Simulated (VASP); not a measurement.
Input of a VASP 6.6.1 run:

Contents of INCAR:

```
SYSTEM = Ge
ADDGRID = .False.
ALGO = Normal
EDIFF = 1E-8
ENCUT = 900
ISIF = 2
ISMEAR = 0
LASPH = .True.
LCHARG = .False.
LMIXTAU = .True.
LREAL = .False.
LWAVE = .False.
METAGGA = R2SCAN
NBANDS = 36
NELM = 100
PREC = Accurate
SIGMA = 0.02
```

File KPOINTS:

```
k-points
0
Gamma
  8 8 4
  0 0 0
```

File POSCAR:

```
Ge
1.0
    3.9975858431      0.0000000000      0.0000000000
   -1.9987929216      3.4620108940      0.0000000000
    0.0000000000      0.0000000000      6.5993779500
Ge
4
Direct
    0.3333333333      0.6666666667      0.9370987500
    0.6666666667      0.3333333333      0.4370987500
    0.3333333333      0.6666666667      0.5629012500
    0.6666666667      0.3333333333      0.0629012500
```

Potentials or basis: VASP PAW PBE potentials, release 64 (Ge_d).

Run with:

```console
$ cat potpaw_PBE.64/Ge_d/POTCAR > POTCAR
$ mpirun -np 1 vasp_std > vasp.out
```

(1) Estimate the band gap on the k mesh.

(2) What does it give for the largest force?

(3) Estimate the pressure.

Answers

(1) 0.06 eV, direct.

(2) 0.007 eV/Å.

(3) 0.1 GPa.

Caveat: the PAW data sets were made with another functional, which shifts forces and pressure a little.
